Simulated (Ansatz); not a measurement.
## Convergence of a linear-scaling basis for 1T-TiS2 zigzag nanoribbon, bare edges (65 atoms)

Aim: test how closely localised support functions follow the reference on 1T-TiS2 zigzag nanoribbon, bare edges (65 atoms), and at what cost. A setting counts as converged where the r.m.s. difference of forces stays under 1 % of the r.m.s. force.

Program: Ansatz 0.2.0. Level of theory: Kohn-Sham DFT, PBE, PAW (set soft_2), plane waves. Results are calculated unless marked as measured.

**1. Set-up**

The cell holds 65 atoms: 25 Ti and 40 S. Its edges and angles: a = 17.050 Å, b = 23.813 Å, c = 14.860 Å, α = 90.0°, β = 90.0°, γ = 90.0°. It derives from TiS2 (1T-TiS2). 1T-TiS2 (a = 3.41 Å), rectangular cell with x along the zigzag direction; strip nominally 12.5 Å wide, 5 periods, 12 Å of vacuum; not relaxed, displaced by a Gaussian of 0.02 Å. Vacuum lies along b and c. The structure repeats along a.

Before any run, some limits are plain. Beside vacuum, support functions can miss their usual error bounds without a warning. The main run has no spin polarisation, so moments on Ti can't form in it, and no Hubbard term. Sampling is at Γ alone, for a cell whose periodic width is 17 Å.

**2. Plane-wave single point**

This run is the reference for what follows, at a cutoff of 420 eV.

Contents of input.yaml:

```yaml
crystal:
  lattice:
    - [17.05, 0.0, 0.0]
    - [0.0, 23.81259, 0.0]
    - [0.0, 0.0, 14.86]
  atoms:
    - { symbol: Ti, position: [0.00029, 0.25258, 0.49998] }
    - { symbol: S, position: [0.00164, 0.3341, 0.59595] }
    - { symbol: S, position: [0.09809, 0.29235, 0.40503] }
    - { symbol: Ti, position: [0.10178, 0.37613, 0.50124] }
    - { symbol: S, position: [0.10181, 0.45922, 0.59628] }
    - { symbol: S, position: [0.00024, 0.41692, 0.40501] }
    - { symbol: Ti, position: [0.99968, 0.50021, 0.49967] }
    - { symbol: S, position: [0.99964, 0.58307, 0.59481] }
    - { symbol: S, position: [0.09978, 0.54161, 0.40304] }
    - { symbol: Ti, position: [0.10134, 0.62471, 0.50025] }
    - { symbol: S, position: [0.10044, 0.70573, 0.59408] }
    - { symbol: S, position: [0.99965, 0.66665, 0.40559] }
    - { symbol: Ti, position: [0.00069, 0.74895, 0.50025] }
    - { symbol: Ti, position: [0.19846, 0.25186, 0.50071] }
    - { symbol: S, position: [0.19955, 0.33433, 0.59903] }
    - { symbol: S, position: [0.30009, 0.29394, 0.40317] }
    - { symbol: Ti, position: [0.30028, 0.37695, 0.49976] }
    - { symbol: S, position: [0.29757, 0.45895, 0.59514] }
    - { symbol: S, position: [0.20075, 0.41793, 0.40128] }
    - { symbol: Ti, position: [0.19899, 0.49947, 0.49805] }
    - { symbol: S, position: [0.20103, 0.58269, 0.59597] }
    - { symbol: S, position: [0.29884, 0.54147, 0.40253] }
    - { symbol: Ti, position: [0.30052, 0.62305, 0.49827] }
    - { symbol: S, position: [0.30032, 0.70602, 0.59671] }
    - { symbol: S, position: [0.19912, 0.66619, 0.40455] }
    - { symbol: Ti, position: [0.19925, 0.74944, 0.5001] }
    - { symbol: Ti, position: [0.3987, 0.25106, 0.50017] }
    - { symbol: S, position: [0.39789, 0.33457, 0.59594] }
    - { symbol: S, position: [0.49755, 0.2943, 0.40451] }
    - { symbol: Ti, position: [0.4991, 0.37736, 0.49887] }
    - { symbol: S, position: [0.50083, 0.45649, 0.59602] }
    - { symbol: S, position: [0.40037, 0.41686, 0.40216] }
    - { symbol: Ti, position: [0.40114, 0.50056, 0.50012] }
    - { symbol: S, position: [0.39991, 0.58195, 0.59313] }
    - { symbol: S, position: [0.50182, 0.54183, 0.40339] }
    - { symbol: Ti, position: [0.49962, 0.62507, 0.49925] }
    - { symbol: S, position: [0.50092, 0.70704, 0.59733] }
    - { symbol: S, position: [0.39944, 0.66432, 0.40529] }
    - { symbol: Ti, position: [0.39899, 0.74905, 0.50237] }
    - { symbol: Ti, position: [0.59962, 0.25191, 0.50246] }
    - { symbol: S, position: [0.6019, 0.33403, 0.59807] }
    - { symbol: S, position: [0.70017, 0.29216, 0.40443] }
    - { symbol: Ti, position: [0.69768, 0.37544, 0.49821] }
    - { symbol: S, position: [0.70014, 0.45799, 0.5971] }
    - { symbol: S, position: [0.60042, 0.41772, 0.40526] }
    - { symbol: Ti, position: [0.60009, 0.50152, 0.50096] }
    - { symbol: S, position: [0.59902, 0.58257, 0.59679] }
    - { symbol: S, position: [0.70038, 0.54091, 0.40496] }
    - { symbol: Ti, position: [0.69735, 0.62452, 0.5008] }
    - { symbol: S, position: [0.70056, 0.7079, 0.59762] }
    - { symbol: S, position: [0.60052, 0.66507, 0.40244] }
    - { symbol: Ti, position: [0.6003, 0.74835, 0.50011] }
    - { symbol: Ti, position: [0.79974, 0.25166, 0.5026] }
    - { symbol: S, position: [0.79844, 0.33515, 0.59734] }
    - { symbol: S, position: [0.90013, 0.29316, 0.40413] }
    - { symbol: Ti, position: [0.8995, 0.3761, 0.49867] }
    - { symbol: S, position: [0.89999, 0.4583, 0.59708] }
    - { symbol: S, position: [0.79965, 0.41818, 0.40245] }
    - { symbol: Ti, position: [0.80019, 0.50097, 0.50059] }
    - { symbol: S, position: [0.80167, 0.58242, 0.59946] }
    - { symbol: S, position: [0.9005, 0.54154, 0.40344] }
    - { symbol: Ti, position: [0.89857, 0.62429, 0.49957] }
    - { symbol: S, position: [0.89984, 0.70707, 0.59855] }
    - { symbol: S, position: [0.79958, 0.66502, 0.40473] }
    - { symbol: Ti, position: [0.80039, 0.747, 0.5015] }
kpoints:
  mp_grid: { grid: [1, 1, 1] }
hamiltonian:
  xc: pbe
scf:
  occupations: { method: fermi_dirac, width: 0.05 }
output:
  forces: true
  populations: intrinsic
  dos:
    method: { smearing: { sigma: 0.15 } }
    de: 0.1
    projected: { site_lists: { S: [S], Ti: [Ti] } }
  eigenvalues: true
  write_density: true
  write_potential: true
  volumetric_format: npy
```

The run is started by

```console
$ ansatz run input.yaml --threads 8 --pin off --max-ram 15872MiB --backend cpu --events-out ev --progress --plain --runs-dir out
```

Numbers of over 12 decimals in the logs are rounded to 6 here.

The log of the run:

```text
Engine: ansatz 0.2.0, aarch64-unknown-linux-gnu
Pseudopotentials: kind: paw
Pseudopotential: Ti, paw, valence charge 12, recommended cutoff 420 eV (normal), Ti.paw.azcp
Pseudopotential: S, paw, valence charge 6, recommended cutoff 420 eV (normal), S.paw.azcp
[... 5 lines on functional and potentials left out ...]
Crystal: 65 atoms, lattice volume = 6033.229 Å³
Basis set: ecut = 420 eV, 117903 PW (Γ), exchange–correlation on 240×320×200 points (8 copies of the dense FFT grid, shifted against one another)
Bands: 335, of which v1, the nominal top of the filled ones, is band 270 counted from 1 (269 counted from 0)
Symmetry: 1 space group operations
Space group: P1 (ITA 1), of the structure as read, at distance tolerance 1.8e-4 Å
k-points: 1
[... 5 lines on functional and potentials left out ...]
Initial density: superposition of atomic densities (neutral atoms: chi_scale 0, normalization atom), corrected by the library's trained network
Initial wavefunctions: pseudopotential atomic-orbital guess
Functional: x = pbe(κ = 0.804, μ = 0.219515), c = pbe(β = 0.066725)
SCF iter   1: F=—  HF=-98633.481497 eV  |F-HF|=—  |Δ(HF+E_count)|=         —  Δρ=5.97e-3  dr2=8.94e0  ethr=1.77e-3  ⟨swp⟩=8.0  Hψ=1448  notcnv=0
preconditioner: auto → LDOS  [metal: Δε(μ)=0.079 eV  Ē_g=5.919 eV  σ=0.050 eV  W_gap=0.37  n_scr=616 (ndim 8)  ℏωp=8.8 eV  f_vac=0.719  D(μ)=87.46/eV (n_scr^D=434)  β→1.0]
SCF iter   2: F=—  HF=-98633.416662 eV  |F-HF|=—  |Δ(HF+E_count)|=   6.48e-2  Δρ=3.49e-3  dr2=6.70e-1  ethr=1.66e-3  ⟨swp⟩=2.0  Hψ=424  notcnv=0
SCF iter   3: F=—  HF=-98633.360152 eV  |F-HF|=—  |Δ(HF+E_count)|=   5.65e-2  Δρ=1.74e-3  dr2=3.13e-1  ethr=1.24e-4  ⟨swp⟩=3.0  Hψ=707  notcnv=0
SCF iter   4: F=—  HF=-98633.333864 eV  |F-HF|=—  |Δ(HF+E_count)|=   2.63e-2  Δρ=7.81e-4  dr2=9.10e-2  ethr=5.80e-5  ⟨swp⟩=2.0  Hψ=402  notcnv=0
SCF iter   5: F=—  HF=-98633.331353 eV  |F-HF|=—  |Δ(HF+E_count)|=   2.51e-3  Δρ=1.70e-4  dr2=4.65e-3  ethr=1.69e-5  ⟨swp⟩=1.0  Hψ=335  notcnv=0
SCF iter   6: F=—  HF=-98633.332721 eV  |F-HF|=—  |Δ(HF+E_count)|=   1.37e-3  Δρ=9.51e-5  dr2=1.36e-3  ethr=8.61e-7  ⟨swp⟩=2.0  Hψ=468  notcnv=0
SCF iter   7: F=—  HF=-98633.332925 eV  |F-HF|=—  |Δ(HF+E_count)|=   2.04e-4  Δρ=7.06e-5  dr2=7.95e-4  ethr=2.53e-7  ⟨swp⟩=2.0  Hψ=502  notcnv=0
SCF iter   8: F=—  HF=-98633.332928 eV  |F-HF|=—  |Δ(HF+E_count)|=   2.89e-6  Δρ=2.54e-5  dr2=9.27e-5  ethr=1.47e-7  ⟨swp⟩=2.0  Hψ=506  notcnv=0
SCF iter   9: F=—  HF=-98633.333689 eV  |F-HF|=—  |Δ(HF+E_count)|=   7.60e-4  Δρ=1.37e-5  dr2=2.95e-5  ethr=1.72e-8  ⟨swp⟩=2.0  Hψ=351  notcnv=0
SCF iter  10: F=—  HF=-98633.333694 eV  |F-HF|=—  |Δ(HF+E_count)|=   5.04e-6  Δρ=8.53e-6  dr2=1.15e-5  ethr=5.47e-9  ⟨swp⟩=2.0  Hψ=351  notcnv=0
SCF iter  11: F=—  HF=-98633.333697 eV  |F-HF|=—  |Δ(HF+E_count)|=   3.32e-6  Δρ=5.10e-6  dr2=3.42e-6  ethr=2.13e-9  ⟨swp⟩=2.0  Hψ=348  notcnv=0
SCF iter  12: F=—  HF=-98633.333698 eV  |F-HF|=—  |Δ(HF+E_count)|=   1.62e-6  Δρ=3.28e-6  dr2=1.38e-6  ethr=6.33e-10  ⟨swp⟩=2.0  Hψ=517  notcnv=0
SCF iter  13: F=—  HF=-98633.333699 eV  |F-HF|=—  |Δ(HF+E_count)|=   3.41e-7  Δρ=1.80e-6  dr2=5.21e-7  ethr=2.55e-10  ⟨swp⟩=2.0  Hψ=348  notcnv=0
SCF iter  14: F=—  HF=-98633.333699 eV  |F-HF|=—  |Δ(HF+E_count)|=   3.96e-8  Δρ=8.07e-7  dr2=1.20e-7  ethr=9.64e-11  ⟨swp⟩=2.0  Hψ=348  notcnv=0
SCF iter  15: F=-98633.333699 eV  HF=-98633.333699 eV  |F-HF|=3.78e-9  |Δ(HF+E_count)|=   2.82e-7  Δρ=6.48e-7  dr2=4.29e-8  ethr=1.85e-11  ⟨swp⟩=20.0  Hψ=2161  notcnv=0
SCF 1 converged in 15 iterations: F = -98633.333699 eV  dr2 = 4.29e-8
  greatest PAW one-centre occupation: 0.999 electrons in one spin orbital (limit 2), on the Ti atom at site 19 (counted from 0), in its partial waves of l = 0
WARN: The output density's exchange-correlation potential varies sharply where the density is thin. Do not read a vacuum level from v_tot or v_xc, or from such a field of the output density. On a cell that repeats whose density bears no net charge and no dipole along the vacuum's axis use v_es (v_loc + v_h of the components); [...]
SCF converged after 15 iterations
Free energy (F): -98633.333699 eV
Harris-Foulkes:  -98633.333699 eV  (|F-HF|=3.78e-9)
Internal energy: -98632.562885 eV  (E = F + TS)
E sigma→0 (E₀):  -98632.948292 eV
Entropy (-TS):   -0.770814 eV (-11.859 meV/atom)
Fermi energy:    -1.643494 eV
--- Per-component energies (eV) ---
  E_band       = -10625.584762
  E_kinetic    = 11018.639013
  E_local      = -242111.833913  (includes V_loc(G=0)·N_el)
  E_nonlocal   = 1329.861444
  E_hartree    = 115048.352926
  E_xc         = -6298.805940
  E_vxc        = -6514.018749  (∫ρ·V_xc dr)
  E_paw        = -50187.285517  (= ΣΔE_a)
  E_vpaw       = -4444.916372  (= ΣTr[D̂ρ^β])
  E_aug_tail   = 0.003280  (compensation charges beyond the density's cutoff)
  E_ewald      = 72568.505822
  E_smearing   = -0.770814  (= −TS)
  E_closure    = -0.000000  (closes the sum)
  Σ components = -98633.333699   (vs F -98633.333699, Δ=0.00e0)
--- Forces (eV/Å), atoms counted from 1 ---
  atom   1  Ti    -0.10227666     2.53443390    -0.22291968
  atom   2  S     -0.21970336    -1.46796482    -0.07404069
  atom   3  S      0.22444016    -1.24876828     0.44147995
  atom   4  Ti    -0.00086547     0.93404663    -0.22365516
  atom   5  S     -0.20568661    -0.25066604    -0.03052653
  atom   6  S      0.02697440    -0.17835451    -0.11083756
  atom   7  Ti     0.05231588    -0.00100273     0.10544626
  atom   8  S      0.06206100     0.15654609     0.09759813
  atom   9  S     -0.06648603     0.19950711     0.00171715
  atom  10  Ti    -0.10802486    -1.21654914     0.12535503
  atom  11  S     -0.02598093     1.64576274    -0.21310427
  atom  12  S      0.02294783     1.55599949    -0.06665026
  atom  13  Ti    -0.06040826    -2.70366827     0.35346867
  atom  14  Ti     0.18898297     2.73731723    -0.28806618
[...]
atom  64  S     -0.08707593     1.56229042     0.02761118
  atom  65  Ti     0.01465186    -2.55840023     0.34480306
  max |Σ_I F_I| component: 8.90e-5 eV/Å
--- Band table (eV) ---
  k-point 0: bands = ["-59.4461", "-59.4380", "-59.4257", "-59.4209", [... 319 levels ...], "-0.4206", "-0.4077", "-0.3943", "-0.3872", "-0.3164", "-0.2931", "-0.2319", "-0.2126", "-0.1978", "-0.1839", "-0.1752", "-0.0830"]
--- intrinsic populations: 65 sites ---
  site symbol       q [e]
     0     Ti     11.4370
     1      S      6.4344
     2      S      6.3982
[...]
64     Ti     11.4340
  spilling = 0.000000 (of n_electrons = 540.000000)
```

Wall time 47 s (8 threads of Arm Neoverse V2, shared host); peak memory 5.8 GiB; 6 min of CPU time.

In the SCF lines HF is the Harris–Foulkes energy and dr2 the Hartree energy of the density residual, in eV; the loop may stop once dr2 is under the threshold and the program's other checks hold. Hψ counts applications of the Hamiltonian.

The program notes that the exchange-correlation potential is rough where the density is thin.

The run gave:

```yaml
free_energy: -98633.3337 eV
free_energy_per_atom: -1517.4359 eV/atom
scf_cycles: 15
r_m_s_force_component: 0.842 eV/Å
longest_force: 2.919 eV/Å
fermi_energy: -1.643 eV
levels_partly_filled_by_over_2_per_cent: 20
```

The r.m.s. force component of 0.84 eV/Å sets the scale for the differences below.

**3. Support functions low**

The cell is solved in localised support functions.

This step: Kohn-Sham DFT, PBE, PAW (set soft_2), localised support functions (low) (Ansatz 0.2.0).

input.yaml, the sections that differ from step 2:

```yaml
scf:
  occupations: { method: fermi_dirac, width: 0.05 }
  eigensolver: { kind: { support_functions: { accuracy: low } } }
  mixing: { beta: 0.2 }
  max_iter: 150
output:
  forces: true
  eigenvalues: true
# crystal, kpoints, hamiltonian: as in step 2
```

The log of the run:

```text
Warning: scf.eigensolver.kind.support_functions: disabling space-group detection — the functions' gradient is summed over unrotated k-points, so no spatial operation reduces the k-mesh or symmetrises the density; time reversal is kept, so that k and −k are solved as one point where they differ and the mesh holds both, and exact exchange and, on two spinor components, a DFT+U term hold to it where the run has them: [...]
settings of this run that can trade accuracy for cost: scf.eigensolver.kind.support_functions; scf.eigensolver.kind.support_functions.accuracy: low [...]
[...]
Crystal: 65 atoms, lattice volume = 6033.229 Å³
Basis set: ecut = 420 eV, 117903 PW (Γ), exchange–correlation on 240×320×200 points (8 copies of the dense FFT grid, shifted against one another)
Bands: 324, of which v1, the nominal top of the filled ones, is band 270 counted from 1 (269 counted from 0)
Symmetry: 1 space group operations
k-points: 1
[...]
SCF iter   1: F=—  HF=-98648.530396 eV  |F-HF|=—  |Δ(HF+E_count)|=         —  Δρ=3.16e-2  dr2=3.69e2  ethr=1.00e-1
[...]
SCF iter  25: F=—  HF=-98633.375357 eV  |F-HF|=—  |Δ(HF+E_count)|=   8.42e-4  Δρ=2.65e-5  dr2=6.02e-5  ethr=1.82e-8  κ⁻¹=6.8e-4(r=7)
SCF iter  26: F=-98633.376561 eV  HF=-98633.375955 eV  |F-HF|=6.06e-4  |Δ(HF+E_count)|=   5.97e-4  Δρ=1.18e-5  dr2=1.26e-5  ethr=1.11e-8
SCF 1 converged in 26 iterations: F = -98633.379262 eV  dr2 = 1.26e-5
[...]
SCF converged after 26 iterations
Stability not checked: this state was not tested for a lower state beside it, because the mixer in use, unlike msr1, does not test its closes by its own steps (another_mixer; see scf.mixing.algorithm and scf.lower_state_search)
Free energy (F): -98633.379262 eV
[...]
Internal energy: -98632.608786 eV  (E = F + TS)
E sigma→0 (E₀):  -98632.994024 eV
Entropy (-TS):   -0.770476 eV (-11.853 meV/atom)
Fermi energy:    -1.643261 eV
[...]
Σ components = -98633.379262   (vs F -98633.379262, Δ=0.00e0)
--- Forces (eV/Å), atoms counted from 1 ---
  atom   1  Ti    -0.10229646     2.53508135    -0.22318963
  atom   2  S     -0.21969706    -1.46776012    -0.07481026
  atom   3  S      0.22443092    -1.24861207     0.44227861
  atom   4  Ti    -0.00091015     0.93341272    -0.22359009
[...]
atom  65  Ti     0.01486766    -2.55885379     0.34499729
  max |Σ_I F_I| component: 1.30e-3 eV/Å
--- Band table (eV) ---
[...]
```

Wall time 3.2 min (8 threads); peak memory 6.1 GiB; 25 min of CPU time.

The program notes that the band table was not solved further than the SCF left it and it switched symmetry off. Further notices: vacuum switching off with vacuum.

Keys that differ from the reference: support_functions.accuracy = "low", scf.max_iter = 150 and scf.mixing.beta = 0.2.

Forces differ from the reference by 0.48 meV/Å r.m.s., 0.057 % of their size, well within a tolerance of 1 %; the energy by -0.70 meV/atom. It took 3.2 min and 26 cycles; the reference's time can't be set against it, since the two runs asked for unlike analyses.

**4. Support functions medium**

With localised support functions most steps grow linearly with size, though the diagonalisation grows faster unless the density matrix is cut; this run measures error and cost at this size.

This step: Kohn-Sham DFT, PBE, PAW (set soft_2), localised support functions (medium) (Ansatz 0.2.0).

input.yaml, the sections that differ from step 3:

```yaml
scf:
  occupations: { method: fermi_dirac, width: 0.05 }
  eigensolver: { kind: { support_functions: { accuracy: medium } } }
  mixing: { beta: 0.2 }
  max_iter: 150
# crystal, kpoints, hamiltonian, output: as in step 3
```

The log of the run:

```text
[...]
Crystal: 65 atoms, lattice volume = 6033.229 Å³
Basis set: ecut = 420 eV, 117903 PW (Γ), exchange–correlation on 240×320×200 points (8 copies of the dense FFT grid, shifted against one another)
Bands: 324, of which v1, the nominal top of the filled ones, is band 270 counted from 1 (269 counted from 0)
Symmetry: 1 space group operations
k-points: 1
[...]
SCF iter   1: F=—  HF=-98648.222747 eV  |F-HF|=—  |Δ(HF+E_count)|=         —  Δρ=3.16e-2  dr2=3.68e2  ethr=1.00e-1
[...]
SCF iter  36: F=—  HF=-98633.377171 eV  |F-HF|=—  |Δ(HF+E_count)|=   6.35e-5  Δρ=4.97e-7  dr2=5.30e-8  ethr=2.94e-11  κ⁻¹=3.1e-4(r=7)
SCF iter  37: F=-98633.377228 eV  HF=-98633.377226 eV  |F-HF|=2.25e-6  |Δ(HF+E_count)|=   5.44e-5  Δρ=2.64e-7  dr2=1.19e-8  ethr=9.82e-12
SCF 1 converged in 37 iterations: F = -98633.379293 eV  dr2 = 1.19e-8
[...]
SCF converged after 37 iterations
[...]
Free energy (F): -98633.379293 eV
[...]
Internal energy: -98632.608610 eV  (E = F + TS)
E sigma→0 (E₀):  -98632.993952 eV
Entropy (-TS):   -0.770682 eV (-11.857 meV/atom)
Fermi energy:    -1.643498 eV
[...]
Σ components = -98633.379293   (vs F -98633.379293, Δ=0.00e0)
--- Forces (eV/Å), atoms counted from 1 ---
  atom   1  Ti    -0.10233179     2.53514685    -0.22340415
  atom   2  S     -0.21968098    -1.46773958    -0.07476023
  atom   3  S      0.22439496    -1.24865289     0.44223348
  atom   4  Ti    -0.00093810     0.93340114    -0.22358175
[...]
atom  65  Ti     0.01471866    -2.55896162     0.34525817
  max |Σ_I F_I| component: 6.99e-4 eV/Å
--- Band table (eV) ---
[...]
```

The job ended after 4.2 min (8 threads; peak memory 6.4 GiB; 33 min of CPU time).

Keys that differ from the reference: support_functions.accuracy = "medium", scf.max_iter = 150 and scf.mixing.beta = 0.2.

Forces differ from the reference by 0.47 meV/Å r.m.s., 0.056 % of their size, well within a tolerance of 1 %; the energy by -0.70 meV/atom. It took 4.2 min and 37 cycles; the reference's time can't be set against it, since the two runs asked for unlike analyses.

**5. Support functions medium, radius 3.48 Å**

The radius confines each support function; a larger one gives more freedom and more work per atom.

input.yaml, the sections that differ from step 4:

```yaml
scf:
  occupations: { method: fermi_dirac, width: 0.05 }
  eigensolver: { kind: { support_functions: { accuracy: medium, radius: 3.48 } } }
  mixing: { beta: 0.2 }
  max_iter: 150
# crystal, kpoints, hamiltonian, output: as in step 4
```

The log of the run:

```text
Warning: scf.eigensolver.kind.support_functions: disabling space-group detection — the functions' gradient is summed over unrotated k-points, so no spatial operation reduces the k-mesh or symmetrises the density; time reversal is kept, so that k and −k are solved as one point where they differ and the mesh holds both, and exact exchange and, on two spinor components, a DFT+U term hold to it where the run has them: [...]
settings of this run that can trade accuracy for cost: scf.eigensolver.kind.support_functions [...]
Engine: ansatz 0.2.0, aarch64-unknown-linux-gnu
Pseudopotentials: kind: paw
Pseudopotential: Ti, paw, valence charge 12, recommended cutoff 420 eV (normal), Ti.paw.azcp
Pseudopotential: S, paw, valence charge 6, recommended cutoff 420 eV (normal), S.paw.azcp
[... 5 lines on functional and potentials left out ...]
Error: SCF: the radius of support functions is under 4.14 Å, the least for these sites at the functions' level (scf.eigensolver.kind.support_functions.accuracy). Use scf.eigensolver.kind: auto, or type scf.eigensolver.kind.support_functions.radius at least as long, [...]
```

It took 0.89 s on 8 threads; peak memory 0.68 GiB.

The program refuses radii under 4.14 Å for these atoms at this level.

(Part 1 of 2 ends here.)

[Logs are printed without paths, hosts, clocks, repeated set-up lines and the standing remarks that a program may print on its own settings, such as how far it seeks lower states.]

[Hosts, paths, dates, database ids (printed as entryN), source tags and the programs' standing remarks are cut or masked in the printed files.]
